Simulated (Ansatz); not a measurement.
A series in volume scale on ZrS2

All results are calculated (Ansatz 0.2.0). Periodic Kohn-Sham DFT of a crystal at fixed atoms, scaled to volume_scale times the given cell; pressure positive in compression, energy less spherical unpolarised free atoms, largest_vzz the field gradient of largest size among the nuclei.

The cell before it is scaled or strained (space group P-3m1, No. 164):
```
ZrS2
1.0
      3.6300     0.0000     0.0000
     -1.8150     3.1437     0.0000
      0.0000     0.0000     5.8500
Zr S
1 2
Direct
  0.00000 0.00000 0.00000
  0.33333 0.66667 0.24920
  0.66667 0.33333 0.75080
```

Settings of every row: method frozen-core PAW; functional PBEsol; relativity scalar; k mesh 8x8x4; filling fermi-dirac; smearing width 0.02 eV; wave cutoff 420 eV; paw set soft_2.

Atom start moment: 0 on all atoms.

Limits: PAW files made with PBE; a layered crystal: even scaling strains the bonds within the layers, so this curve is stiffer than the crystal under pressure.

```csv
row,volume scale,V (Å³/atom),pressure (GPa),largest V_zz (1e21 V/m^2)
1,0.94,20.918,6.427,-1.892
2,0.96,21.363,3.928,-1.751
3,0.98,21.808,1.671,-1.618
4,0.99,22.03,0.626,-1.553
5,1,22.252,-0.368,-1.49
6,1.01,22.475,-1.313,-1.429
7,1.02,22.698,?,?
8,1.04,23.143,-3.873,-1.254
9,1.06,23.588,-5.375,-1.145
```

Question: what pressure and largest V_zz should row 7 give?

Worked fit of pressure. Take u = (V_r/V)^(2/3) − 1 with V_r = 22.141 Å³ an atom, which is twice the finite (Eulerian) strain; such expansions in the strain, on which the Birch-Murnaghan equation of state is built, carry the rest volume and the bulk modulus. The shown rows have u = 0.03861, 0.02413, 0.01015, 0.00336, -0.00333, -0.00993, -0.02908, -0.04133. Least squares give pressure = 0.1238 + 148.603 × u + 378.26 × u² GPa; a straight line predicts inner rows, each left out in turn, worse (root mean square 0.2 against 0.0032 GPa). The rows lie off it by 0.002, -0.002, 0.000, -0.001, -0.001, 0.002, 0.005, -0.003 (root mean square 0.0024 GPa). The pressure vanishes at u = -0.0008, or V = 22.17 Å³ an atom, and there the bulk modulus at fixed shape and fractions is B = −V dP/dV = (2/3)(1 + u) dP/du = 98.6 GPa. Letting shape and atoms relax would as a rule lower it, by much in layered, chain or molecular crystals. The withheld row has u = -0.01643, so the fit gives 0.1238 + 148.603 × (-0.01643) + 378.26 × (-0.01643)² = -2.216 GPa.

The calculation gave -2.21 GPa. The fit lies 0.006 GPa (0.051 % of the column's range) below it; its largest miss of a shown row is 0.005 GPa.

Worked fit of largest V_zz. Take t = volume scale − 1. The shown rows have t = -0.06, -0.04, -0.02, -0.01, 0, 0.01, 0.04, 0.06. Least squares give largest V_zz = −1.4901 + 6.221 × t − 7.85 × t² 1e21 V/m^2; a straight line predicts inner rows, each left out in turn, worse (root mean square 0.0092 against 0.0004 1e21 V/m^2). All shown rows lie on it to the printed digit. The withheld row has t = 0.02, so the fit gives −1.4901 + 6.221 × (0.02) − 7.85 × (0.02)² = -1.369 1e21 V/m^2.

The calculation gave -1.369 1e21 V/m^2. The fit meets it to the printed digit.
